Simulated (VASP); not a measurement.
# Al (Fm-3m) in VASP: a series of runs

Aim: see how the results for Al move with the level of theory and the settings. Levels: PBEsol, r2SCAN. Tasks: single point.

All numbers are computed with VASP 6.6.1; they aren't measurements. Logs are shortened: lines on timing, memory, paths and dates and some standing lists are left out, and cuts for length are marked.

**1. The structure**

Symmetry: Fm-3m, No. 225, cubic system. The conventional cell has a = 4.016 Å, b = 4.016 Å, c = 4.016 Å, α = 90.00°, β = 90.00°, γ = 90.00°. Al (site symmetry m-3m) is surrounded by 12 Al at 2.84 Å.

**2. Single point, PBEsol**

File INCAR:

```
  PREC = Accurate
  ENCUT = 520
  EDIFF = 1E-6
  ISMEAR = 0
  SIGMA = 0.5
  LREAL = F
  LASPH = T
  NELM = 80
  ALGO = Normal
  ISIF = 2
  LWAVE = F
  LCHARG = F
  GGA = PS
```

File KPOINTS:

```
regular mesh
0
Gamma
  18 18 18
```

File POSCAR:

```
Al
1.0
    0.0000000000      2.0080400000      2.0080400000
    2.0080400000      0.0000000000      2.0080400000
    2.0080400000      2.0080400000      0.0000000000
Al
1
Direct
    0.0000000000      0.0000000000      0.0000000000
```

Potentials or basis: VASP PAW PBE potentials, release 64 (Al).

On the command line:

```console
> cat potpaw_PBE.64/Al/POTCAR > POTCAR
> mpirun -np 1 vasp_std > vasp.out
```

OUTCAR:

```text
PREC = Accurate
   ENCUT = 520
   EDIFF = 1E-6
   ISMEAR = 0
   LREAL = F
   LASPH = T
   NELM = 80
   ISIF = 2
   GGA = PS

 ion  position               nearest neighbor table
   1  0.000  0.000  0.000-

  LATTYP: Found a face centered cubic cell.
 ALAT       =     4.0160800000

  Lattice vectors:

 A1 = (   0.0000000000,   2.0080400000,   2.0080400000)
 A2 = (   2.0080400000,   0.0000000000,   2.0080400000)
 A3 = (   2.0080400000,   2.0080400000,   0.0000000000)

Analysis of symmetry for initial positions (statically):
=====================================================================
 Subroutine PRICEL returns:
 Original cell was already a primitive cell.

 Routine SETGRP: Setting up the symmetry group for a
 face centered cubic supercell.

 Subroutine GETGRP returns: Found 48 space group operations
 (whereof 48 operations were pure point group operations)
 out of a pool of 48 trial point group operations.

The static configuration has the point symmetry O_h .

Analysis of symmetry for dynamics (positions and initial velocities):
=====================================================================
 Subroutine PRICEL returns:
 Original cell was already a primitive cell.

 Routine SETGRP: Setting up the symmetry group for a
 face centered cubic supercell.

 Subroutine GETGRP returns: Found 48 space group operations
 (whereof 48 operations were pure point group operations)
 out of a pool of 48 trial point group operations.

The dynamic configuration has the point symmetry O_h .

 Subroutine INISYM returns: Found 48 space group operations
 (whereof 48 operations are pure point group operations),
 and found     1 'primitive' translations

----------------------------------------------------------------------------------------

                                     Primitive cell

  volume of cell :      16.1937

  direct lattice vectors                    reciprocal lattice vectors
     0.000000000  2.008040000  2.008040000    -0.248999024  0.248999024  0.248999024
     2.008040000  0.000000000  2.008040000     0.248999024 -0.248999024  0.248999024
     2.008040000  2.008040000  0.000000000     0.248999024  0.248999024 -0.248999024

  length of vectors
     2.839797402  2.839797402  2.839797402     0.431278960  0.431278960  0.431278960

  position of ions in fractional coordinates (direct lattice)
     0.000000000  0.000000000  0.000000000

[... 73 lines left out ...]
   ENCUT  =  520.0 eV  38.22 Ry    6.18 a.u.   5.28  5.28  5.28*2*pi/ulx,y,z
   NELM   =     80;   NELMIN=  2; NELMDL= -5     # of ELM steps
   EDIFF  = 0.1E-05   stopping-criterion for ELM
   LREAL  =      F    real-space projection
   EDIFFG = 0.1E-04   stopping-criterion for IOM
   NSW    =      0    number of steps for IOM
   IBRION =     -1    ionic relax: 0-MD 1-quasi-New 2-CG
   NFREE  =      0    steps in history (QN), initial steepest desc. (CG)
   ISIF   =      2    stress and relaxation
   ISYM   =      2    0-nonsym 1-usesym 2-fastsym
   POTIM  = 0.5000    time-step for ionic-motion
   TEBEG  =    0.0;   TEEND  =   0.0 temperature during run
   PSTRESS=    0.0 pullay stress
   NELECT =       3.0000    total number of electrons
   NUPDOWN=      -1.0000    fix difference up-down
   EMIN   =  10.00;   EMAX   =-10.00  energy-range for DOS
   EFERMI =   0.00;   METHOD = LEGACY
   ISMEAR =     0;   SIGMA  =   0.50  broadening in eV -4-tet -1-fermi 0-gaus
   EFERMI_NEDOS =   21; number of points for ismear=-14 and -15
   IALGO  =     38    algorithm
   IMIX   =      4    mixing-type and parameters
     AMIX     =   0.40;   BMIX     =  1.00
     AMIX_MAG =   1.60;   BMIX_MAG =  1.00
  volume/ion in A,a.u.               =      16.19       109.28
  Fermi-wavevector in a.u.,A,eV,Ry     =   0.933253  1.763593 11.850155  0.870962
  Thomas-Fermi vector in A             =   2.059936
   LORBIT       =      0    0 simple, 1 ext, 2 COOP (PROOUT), +10 PAW based schemes
   GGA     = PS    functional components
   LHFCALC =     F    Hartree Fock is set to
   AEXX    =    0.0000 exact exchange contribution
   IVDW    =     0    specifies the selected vdW correction
   LEPSILON=     F    determine dielectric tensor
   LRPA    =     F    only Hartree local field effects (RPA)
 non-spin polarized calculation
 Gauss-broadening in eV      SIGMA  =   0.50
  energy-cutoff  :      520.00
  volume of cell :       16.19
 maximum number of plane-waves:       448
 NGX is ok and might be reduce to    24
   NGX = 11   NGY = 11   NGZ = 11

 number of electron       3.0000000 magnetization

 Free energy of the ion-electron system (eV)
  ---------------------------------------------------
  ext. energy  EPLUGINS =         0.00000000
  ---------------------------------------------------
  free energy    TOTEN  =        -4.11664115 eV

  energy without entropy =       -4.06540207  energy(sigma->0) =       -4.09102161

 E-fermi :   8.1350     XC(G=0): -10.3253

 val. band max:        8.1225963610   @ k =  -0.2778   0.2778   0.0556
 cond. band min:       8.1454910983   @ k =  -0.4444   0.3333   0.1111
 fundamental gap:      0.0228947372
 Fermi energy:         8.1350046537

 k-point     1 :       0.0000    0.0000    0.0000
  band No.  band energies     occupation
      1      -3.1135      2.00000
      2      20.8450      0.00000
      3      20.8450      0.00000
      4      20.8450      0.00000
      5      22.4793      0.00000
[... 177 lines left out ...]
 k-point    24 :      -0.2222    0.0556    0.0000
  band No.  band energies     occupation
      1      -1.4527      2.00000
      2      12.0226      0.00000
      3      17.5328      0.00000
      4      20.4104      0.00000
      5      22.1686      0.00000

 [... further k-points ...]

------------------------ aborting loop because EDIFF is reached ----------------------------------------

  FORCE on cell =-STRESS in cart. coord.  units (eV):
  Direction    XX          YY          ZZ          XY          YZ          ZX
  --------------------------------------------------------------------------------------
  -------------------------------------------------------------------------------------
  Total        0.0164779      0.0164779      0.0164779      0.0000000     -0.0000000      0.0000000
  in kB        1.6302964      1.6302964      1.6302964      0.0000000     -0.0000000      0.0000000
  external PRESSURE =       1.6302964 kB  Pullay stress =       0.0000000 kB

 VOLUME and BASIS-vectors are now :
 -----------------------------------------------------------------------------
  energy-cutoff  :      520.00
  volume of cell :       16.19
      direct lattice vectors                 reciprocal lattice vectors
     0.000000000  2.008040000  2.008040000    -0.248999024  0.248999024  0.248999024
     2.008040000  0.000000000  2.008040000     0.248999024 -0.248999024  0.248999024
     2.008040000  2.008040000  0.000000000     0.248999024  0.248999024 -0.248999024

 POSITION                                       TOTAL-FORCE (eV/Angst)
 -----------------------------------------------------------------------------------
      0.00000      0.00000      0.00000         0.000000      0.000000      0.000000
 -----------------------------------------------------------------------------------
    total drift:                                0.000000     -0.000000     -0.000000

  FREE ENERGIE OF THE ION-ELECTRON SYSTEM (eV)
  ---------------------------------------------------
  free  energy   TOTEN  =        -4.1166411504 eV

  energy  without entropy=       -4.0654020730  energy(sigma->0) =       -4.09102161
```

Wall time 3.7 s (1 thread of Intel Xeon 6975P-C (Granite Rapids), shared host); peak memory 0.14 GiB.

What came out:

```yaml
Free_energy: -4.1166 eV
Pressure: 0.2 GPa
Band_gap_on_the_k_mesh: none (metal or under the smearing width)
```

Levels at points of the mesh, in eV from the Fermi level:
```
           k point  band 1  band 2  band 3  band 4  band 5
(0.00, 0.00, 0.00)  -11.25   12.71   12.71   12.71   14.34
(0.50, 0.00, 0.00)   -4.66   -4.39   11.53   11.53   11.61
(0.50, 0.50, 0.00)   -2.95   -1.60    5.27    5.69    5.69
```

Caveat: the PAW data sets were made with another functional, which shifts forces and pressure a little.

**3. Single point, PBEsol**

Edit INCAR of step 2 so:

```diff
@@ -1,6 +1,6 @@
   PREC = Accurate
-  ENCUT = 520
+  ENCUT = 900
   EDIFF = 1E-6
   ISMEAR = 0
-  SIGMA = 0.5
+  SIGMA = 0.1
   LREAL = F
```

KPOINTS is that of step 2.

POSCAR is that of step 2.

Potentials or basis: VASP PAW PBE potentials, release 64 (Al).

On the command line:

```console
> cat potpaw_PBE.64/Al/POTCAR > POTCAR
> mpirun -np 1 vasp_std > vasp.out
```

Run time: 8.3 s. Hardware: 1 thread of Intel Xeon 6975P-C (Granite Rapids), shared host; peak memory 0.17 GiB.

Results (log left out):

```
Free energy            : -4.0909 eV
Pressure               : 0.0 GPa
Band gap on the k mesh : none (metal or under the smearing width)
```

Levels at points of the mesh, in eV from the Fermi level:
```tsv
k point	band 1	band 2	band 3	band 4
(0.00, 0.00, 0.00)	-11.25	12.71	12.71	12.71
(0.50, 0.00, 0.00)	-4.66	-4.39	11.53	11.53
(0.50, 0.50, 0.00)	-2.95	-1.60	5.27	5.68
```

Caveat: the PAW data sets were made with another functional, which shifts forces and pressure a little.

[end of part 1 of 2]
